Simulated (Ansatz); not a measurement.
Sb₂Te₃ (Bi2Te3 type, space group R-3m)

```yaml
crystal:
  lattice:
    - [2.13822, 1.23450, 9.94193]
    - [-2.13822, 1.23450, 9.94193]
    - [0.00000, -2.46900, 9.94193]
  atoms:
    - { symbol: Sb, position: [0.39906, 0.39906, 0.39906] }
    - { symbol: Sb, position: [0.60094, 0.60094, 0.60094] }
    - { symbol: Te, position: [0.00000, 0.00000, 0.00000] }
    - { symbol: Te, position: [0.21016, 0.21016, 0.21016] }
    - { symbol: Te, position: [0.78984, 0.78984, 0.78984] }
```

The volume is varied about the relaxed value V₀ at fixed cell shape. The atoms relax within the cell's symmetry.

The numbers are results of PBE-D3(BJ) (plane waves to 420 eV, PAW, scalar-relativistic; Ansatz, a first-principles code), not measurements. k mesh 9×9×9 (Γ-centred), Fermi-Dirac smearing 0.05 eV. The energy includes the smearing's −TS. Stress and pressure are positive under compression. With the shape held, the modulus is that of even scaling; a crystal free to change shape is softer. Sb2Te3 was relaxed with its symmetry unable to fall. Spin-orbit coupling is left out, though Sb and Te are heavy. The PAW data are Ansatz's earlier set. ΔE is measured from the relaxed starting cell. The last digit holds for this mesh only.

| V (Å³/atom) | ΔE (meV/atom) |
|---|---|
| 28.342 | 51.9 |
| 28.867 | 34.6 |
| 29.392 | 21.2 |
| 29.917 | 11.4 |
| 30.442 | withheld |
| 30.967 | 1.2 |
| 31.492 | 0.0 |
| 32.017 | 1.1 |
| 32.541 | 4.1 |
| 33.066 | 8.8 |
| 33.591 | 15.0 |
| 34.116 | 22.4 |
| 34.641 | 30.9 |

### Question
Fit a third-order Birch-Murnaghan form (E₀, V₀, B₀, B₀′ free) to the given rows and predict ΔE at V = 30.442.

### Answer
Least squares on the 12 given rows: ΔE = E₀ + (9V₀B₀/16)·y²·[2 + (B₀′ − 4)y], y = (V₀/V)^(2/3) − 1, with V₀ = 31.496 Å³/atom, B₀ = 40.26 GPa (160.2 GPa = 1 eV/Å³; the term in eV is multiplied by 1000), B₀′ = 6.68, E₀ = 0.08 meV/atom; root-mean-square residual 0.06 meV/atom. At 30.442 the fit gives 4.9 meV/atom; the calculation gives 4.9 meV/atom, the same to the digits shown. For the pressure the fit gives 1.5 GPa against the computed 1.5 GPa.

(A scan under strain: stresses follow from slopes of the energy per volume, elastic moduli from its curvatures.)
